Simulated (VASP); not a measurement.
# SiO2 (P4_12_12) in VASP: single point with HSE06

Aim: the single point of SiO2 with HSE06.

All numbers are computed with VASP 6.6.1; they aren't measurements. Logs are shortened: lines on timing, memory, paths and dates and some standing lists are left out, and cuts for length are marked.

## Step 1: Starting point

It takes space group P4_12_12 (No. 92, tetragonal). Conventional cell: a = 5.030 Å, b = 5.030 Å, c = 7.008 Å, α = 90.00°, β = 90.00°, γ = 90.00°. Around Si (site symmetry 2) lie 4 O at 1.62 Å. O (site symmetry 1) is surrounded by 2 Si at 1.62 Å.

## Step 2: Single point, HSE06

POSCAR reads:

```
SiO2
1.0
    5.0303800000      0.0000000000      0.0000000000
    0.0000000000      5.0303800000      0.0000000000
    0.0000000000      0.0000000000      7.0077700000
Si O
4 8
Direct
    0.2984800000      0.2984800000      0.0000000000
    0.2015200000      0.7984800000      0.2500000000
    0.7015200000      0.7015200000      0.5000000000
    0.7984800000      0.2015200000      0.7500000000
    0.2396000000      0.1022500000      0.1783800000
    0.3977500000      0.7396000000      0.4283800000
    0.7604000000      0.8977500000      0.6783800000
    0.6022500000      0.2604000000      0.9283800000
    0.7396000000      0.3977500000      0.5716200000
    0.8977500000      0.7604000000      0.3216200000
    0.2604000000      0.6022500000      0.0716200000
    0.1022500000      0.2396000000      0.8216200000
```

INCAR.step1 reads:

```
ALGO = Normal
EDIFF = 1E-5
ENCUT = 520
GGA = PE
ISIF = 2
ISMEAR = 0
LASPH = T
LREAL = F
LWAVE = T
NBANDS = 44
NELM = 80
PREC = Accurate
SIGMA = 0.02
```

INCAR.step2 reads:

```
ALGO = Normal
EDIFF = 1E-7
ENCUT = 520
GGA = PE
HFSCREEN = 0.2
ISIF = 2
ISMEAR = 0
ISTART = 1
LASPH = T
LCHARG = T
LELF = T
LHFCALC = T
LREAL = F
LVHAR = T
LWAVE = F
NBANDS = 44
NELM = 80
PREC = Accurate
PRECFOCK = Fast
SIGMA = 0.02
```

KPOINTS reads:

```
k-points
0
Gamma
  4 4 4
```

Potentials or basis: VASP PAW PBE potentials, release 64 (Si, O).

On the command line:

```sh
> cat potpaw_PBE.64/Si/POTCAR potpaw_PBE.64/O/POTCAR > POTCAR
> cp INCAR.step1 INCAR
> mpirun -np 1 vasp_std > vasp.out
> cp INCAR.step2 INCAR
> mpirun -np 1 vasp_std > vasp.out
```

OUTCAR:

```text
EDIFF = 1E-7
   ENCUT = 520
   GGA = PE
   HFSCREEN = 0.2
   ISIF = 2
   ISMEAR = 0
   ISTART = 1
   LASPH = T
   LHFCALC = T
   LREAL = F
   NELM = 80
   PREC = Accurate
   PRECFOCK = Fast

 ion  position               nearest neighbor table
   1  0.298  0.298  0.000-   8 1.62  11 1.62   5 1.62  12 1.62   2 3.10   4 3.10   2 3.10   4 3.10

   2  0.202  0.798  0.250-   5 1.62  10 1.62   6 1.62  11 1.62   1 3.10   3 3.10   1 3.10   3 3.10

   3  0.702  0.702  0.500-   6 1.62   9 1.62   7 1.62  10 1.62   2 3.10   4 3.10   4 3.10   2 3.10

   4  0.798  0.202  0.750-   7 1.62  12 1.62   9 1.62   8 1.62   1 3.10   3 3.10   3 3.10   1 3.10

   5  0.240  0.102  0.178-   2 1.62   1 1.62
   6  0.398  0.740  0.428-   3 1.62   2 1.62
   7  0.760  0.898  0.678-   4 1.62   3 1.62
   8  0.602  0.260  0.928-   1 1.62   4 1.62
   9  0.740  0.398  0.572-   3 1.62   4 1.62
  10  0.898  0.760  0.322-   2 1.62   3 1.62
  11  0.260  0.602  0.072-   1 1.62   2 1.62
  12  0.102  0.240  0.822-   4 1.62   1 1.62

  LATTYP: Found a simple tetragonal cell.
 ALAT       =     5.0303800000
 C/A-ratio  =     1.3930895877

  Lattice vectors:

 A1 = (   5.0303800000,   0.0000000000,   0.0000000000)
 A2 = (   0.0000000000,   5.0303800000,   0.0000000000)
 A3 = (   0.0000000000,   0.0000000000,   7.0077700000)

Analysis of symmetry for initial positions (statically):
=====================================================================
 Subroutine PRICEL returns:
 Original cell was already a primitive cell.

 Routine SETGRP: Setting up the symmetry group for a
 simple tetragonal supercell.

 Subroutine GETGRP returns: Found  8 space group operations
 (whereof  2 operations were pure point group operations)
 out of a pool of 16 trial point group operations.

The static configuration has the point symmetry C_2 .
 The point group associated with its full space group is D_4 .

Analysis of symmetry for dynamics (positions and initial velocities):
=====================================================================
 Subroutine PRICEL returns:
 Original cell was already a primitive cell.

 Routine SETGRP: Setting up the symmetry group for a
 simple tetragonal supercell.

 Subroutine GETGRP returns: Found  8 space group operations
 (whereof  2 operations were pure point group operations)
 out of a pool of 16 trial point group operations.

The dynamic configuration has the point symmetry C_2 .
 The point group associated with its full space group is D_4 .

 Subroutine INISYM returns: Found  8 space group operations
 (whereof  2 operations are pure point group operations),
 and found     1 'primitive' translations

----------------------------------------------------------------------------------------

                                     Primitive cell

  volume of cell :     177.3297

  direct lattice vectors                    reciprocal lattice vectors
     5.030380000  0.000000000  0.000000000     0.198792139  0.000000000  0.000000000
     0.000000000  5.030380000  0.000000000     0.000000000  0.198792139  0.000000000
     0.000000000  0.000000000  7.007770000     0.000000000  0.000000000  0.142698747

  length of vectors
     5.030380000  5.030380000  7.007770000     0.198792139  0.198792139  0.142698747

  position of ions in fractional coordinates (direct lattice)
     0.298480000  0.298480000  0.000000000
     0.201520000  0.798480000  0.250000000
     0.701520000  0.701520000  0.500000000
     0.798480000  0.201520000  0.750000000
     0.239600000  0.102250000  0.178380000
     0.397750000  0.739600000  0.428380000
     0.760400000  0.897750000  0.678380000
     0.602250000  0.260400000  0.928380000
     0.739600000  0.397750000  0.571620000
     0.897750000  0.760400000  0.321620000
     0.260400000  0.602250000  0.071620000
     0.102250000  0.239600000  0.821620000

  ion indices of the primitive-cell ions
   primitive index   ion index
                 1           1
                 2           2
                 3           3
                 4           4
                 5           5
                 6           6
                 7           7
                 8           8
                 9           9
                10          10
                11          11
                12          12

----------------------------------------------------------------------------------------

 KPOINTS: k-points

Automatic generation of k-mesh.
 Grid dimensions read from file:
 generate k-points for:    4    4    4

 Generating k-lattice:

  Cartesian coordinates                     Fractional coordinates (reciprocal lattice)
     0.049698035  0.000000000  0.000000000     0.250000000  0.000000000  0.000000000
     0.000000000  0.049698035  0.000000000     0.000000000  0.250000000  0.000000000
     0.000000000  0.000000000  0.035674687     0.000000000  0.000000000  0.250000000

  Length of vectors
     0.049698035  0.049698035  0.035674687

  Shift w.r.t. Gamma in fractional coordinates (k-lattice)
     0.000000000  0.000000000  0.000000000

 Subroutine IBZKPT returns following result:
 ===========================================

 Found     18 irreducible k-points:

 Following reciprocal coordinates:
            Coordinates               Weight
  0.000000  0.000000  0.000000      1.000000
  0.250000  0.000000  0.000000      4.000000
  0.500000  0.000000  0.000000      2.000000
  0.250000  0.250000  0.000000      4.000000
  0.500000  0.250000  0.000000      4.000000
  0.500000  0.500000  0.000000      1.000000
[... 10 lines left out ...]
  0.500000  0.250000  0.500000      4.000000
  0.500000  0.500000  0.500000      1.000000
   k-points           NKPTS =     18   k-points in BZ     NKDIM =     64   number of bands    NBANDS=     44
   number of dos      NEDOS =    301   number of ions     NIONS =     12
   total plane-waves  NPLWV =  86400
   dimension x,y,z NGX =    40 NGY =   40 NGZ =   54
   dimension x,y,z NGXF=    80 NGYF=   80 NGZF=  108
   ions per type =               4   8
   NGX,Y,Z   is equivalent  to a cutoff of  13.22, 13.22, 12.81 a.u.
   NGXF,Y,Z  is equivalent  to a cutoff of  26.44, 26.44, 25.62 a.u.
 SYSTEM =  unknown system
   PREC   = accura    normal or accurate (medium, high low for compatibility)
   ISTART =      1    job   : 0-new  1-cont  2-samecut
   ICHARG =      0    charge: 1-file 2-atom 10-const
   ISPIN  =      1    spin polarized calculation?
   LNONCOLLINEAR =      F non collinear calculations
   LSORBIT =      F    spin-orbit coupling
   LASPH  =      T    aspherical Exc in radial PAW
   ENCUT  =  520.0 eV  38.22 Ry    6.18 a.u.   9.35  9.35 13.03*2*pi/ulx,y,z
   NELM   =     80;   NELMIN=  2; NELMDL=  0     # of ELM steps
   EDIFF  = 0.1E-06   stopping-criterion for ELM
   LREAL  =      F    real-space projection
   EDIFFG = 0.1E-05   stopping-criterion for IOM
   NSW    =      0    number of steps for IOM
   IBRION =     -1    ionic relax: 0-MD 1-quasi-New 2-CG
   NFREE  =      0    steps in history (QN), initial steepest desc. (CG)
   ISIF   =      2    stress and relaxation
   ISYM   =      3    0-nonsym 1-usesym 2-fastsym
   POTIM  = 0.5000    time-step for ionic-motion
   TEBEG  =    0.0;   TEEND  =   0.0 temperature during run
   PSTRESS=    0.0 pullay stress
   NELECT =      64.0000    total number of electrons
   NUPDOWN=      -1.0000    fix difference up-down
   EMIN   =  10.00;   EMAX   =-10.00  energy-range for DOS
   EFERMI =   0.00;   METHOD = LEGACY
   ISMEAR =     0;   SIGMA  =   0.02  broadening in eV -4-tet -1-fermi 0-gaus
   EFERMI_NEDOS =   21; number of points for ismear=-14 and -15
   IALGO  =     38    algorithm
   IMIX   =      1    mixing-type and parameters
     AMIX     =   0.40;   BMIX     =  1.00
     AMIX_MAG =   1.60;   BMIX_MAG =  1.00
  volume/ion in A,a.u.               =      14.78        99.72
  Fermi-wavevector in a.u.,A,eV,Ry     =   1.165577  2.202621 18.484467  1.358570
  Thomas-Fermi vector in A             =   2.302101
   LORBIT       =      0    0 simple, 1 ext, 2 COOP (PROOUT), +10 PAW based schemes
   GGA     = PE    functional components
   LHFCALC =     T    Hartree Fock is set to
   PRECFOCK=fast      Normal, Fast or Accurate (Low or Medium for compatibility)
   ENCUT4O =  -1.0   cutoff for four orbital integrals eV
   NKREDX  =     1    reduce k-point grid by
   NKREDY  =     1    reduce k-point grid by
   NKREDZ  =     1    reduce k-point grid by
   AEXX    =    0.2500 exact exchange contribution
   HFSCREEN=    0.2000 screening length (either q_TF or 0.3 A-1)
   HFSCREENC=   0.2000 screening length for correlation (either q_TF or 0.3 A-1)
   ENCUTFOCK=  -1.0 apply spherical cutoff to Coloumb kernel
   IVDW    =     0    specifies the selected vdW correction
   LEPSILON=     F    determine dielectric tensor
   LRPA    =     F    only Hartree local field effects (RPA)
 non-spin polarized calculation
 Gauss-broadening in eV      SIGMA  =   0.02
  energy-cutoff  :      520.00
  volume of cell :      177.33
 maximum number of plane-waves:      4815
 NGX is ok and might be reduce to    40
  NGX = 20; NGY = 20; NGZ = 28

 number of electron      64.0000004 magnetization

 Free energy of the ion-electron system (eV)
  ---------------------------------------------------
  ext. energy  EPLUGINS =         0.00000000
  ---------------------------------------------------
  free energy    TOTEN  =      -116.90606482 eV

  energy without entropy =     -116.90606482  energy(sigma->0) =     -116.90606482

 E-fermi :  -1.2468     XC(G=0):  -6.8433

 val. band max:       -1.4224327692   @ k =   0.0000   0.0000   0.0000
 cond. band min:       5.9971709845   @ k =   0.0000   0.0000   0.0000
 fundamental gap:      7.4196037537
 Fermi energy:        -1.2467610833

 k-point     1 :       0.0000    0.0000    0.0000
  band No.  band energies     occupation
      1     -22.3666      2.00000
      2     -21.4367      2.00000
      3     -21.4367      2.00000
      4     -20.2455      2.00000
      5     -20.2040      2.00000
      6     -20.2031      2.00000
[... 835 lines left out ...]
     43      10.9110      0.00000
     44      10.9110      0.00000

------------------------ aborting loop because EDIFF is reached ----------------------------------------

  FORCE on cell =-STRESS in cart. coord.  units (eV):
  Direction    XX          YY          ZZ          XY          YZ          ZX
  --------------------------------------------------------------------------------------
  -------------------------------------------------------------------------------------
  Total       -2.8049770     -2.8049770     -3.1479019      0.0000000      0.0000000      0.0000000
  in kB      -25.3430259    -25.3430259    -28.4413589      0.0000000      0.0000000      0.0000000
  external PRESSURE =     -26.3758035 kB  Pullay stress =       0.0000000 kB

 VOLUME and BASIS-vectors are now :
 -----------------------------------------------------------------------------
  energy-cutoff  :      520.00
  volume of cell :      177.33
      direct lattice vectors                 reciprocal lattice vectors
     5.030380000  0.000000000  0.000000000     0.198792139  0.000000000  0.000000000
     0.000000000  5.030380000  0.000000000     0.000000000  0.198792139  0.000000000
     0.000000000  0.000000000  7.007770000     0.000000000  0.000000000  0.142698747

 POSITION                                       TOTAL-FORCE (eV/Angst)
 -----------------------------------------------------------------------------------
      1.50147      1.50147      0.00000         0.024408      0.024408      0.000000
      1.01372      4.01666      1.75194        -0.024408      0.024408      0.000000
      3.52891      3.52891      3.50388        -0.024408     -0.024408      0.000000
      4.01666      1.01372      5.25583         0.024408     -0.024408      0.000000
      1.20528      0.51436      1.25005         0.029868     -0.125621     -0.200089
      2.00083      3.72047      3.00199         0.125621      0.029868     -0.200089
      3.82510      4.51602      4.75393        -0.029868      0.125621     -0.200089
      3.02955      1.30991      6.50587        -0.125621     -0.029868     -0.200089
      3.72047      2.00083      4.00578         0.029868      0.125621      0.200089
      4.51602      3.82510      2.25384         0.125621     -0.029868      0.200089
      1.30991      3.02955      0.50190        -0.029868     -0.125621      0.200089
      0.51436      1.20528      5.75772        -0.125621      0.029868      0.200089
 -----------------------------------------------------------------------------------
    total drift:                               -0.000000      0.000000     -0.000001

  FREE ENERGIE OF THE ION-ELECTRON SYSTEM (eV)
  ---------------------------------------------------
  free  energy   TOTEN  =      -116.9060648241 eV

  energy  without entropy=     -116.9060648241  energy(sigma->0) =     -116.90606482
```

Wall time 3 h (1 thread of AMD EPYC 7R13 (Zen 3), shared host); peak memory 0.47 GiB.

What came out:

```yaml
Free_energy: -116.9061 eV
Pressure: -2.6 GPa
Largest_force: 0.238 eV/Å
Band_gap_on_the_k_mesh: 7.42 eV, direct
```

Forces on the atoms (eV/Å):
```
Si   0.024  0.024  0.000
Si  -0.024  0.024  0.000
Si  -0.024 -0.024  0.000
Si   0.024 -0.024  0.000
O    0.030 -0.126 -0.200
O    0.126  0.030 -0.200
O   -0.030  0.126 -0.200
O   -0.126 -0.030 -0.200
O    0.030  0.126  0.200
O    0.126 -0.030  0.200
O   -0.030 -0.126  0.200
O   -0.126  0.030  0.200
```

Stress tensor (GPa, compression positive):
```
-2.53  0.00  0.00
 0.00 -2.53  0.00
 0.00  0.00 -2.84
```

Caveat: the PAW data sets were made with another functional, which shifts forces and pressure a little. A k mesh can miss the band edges.
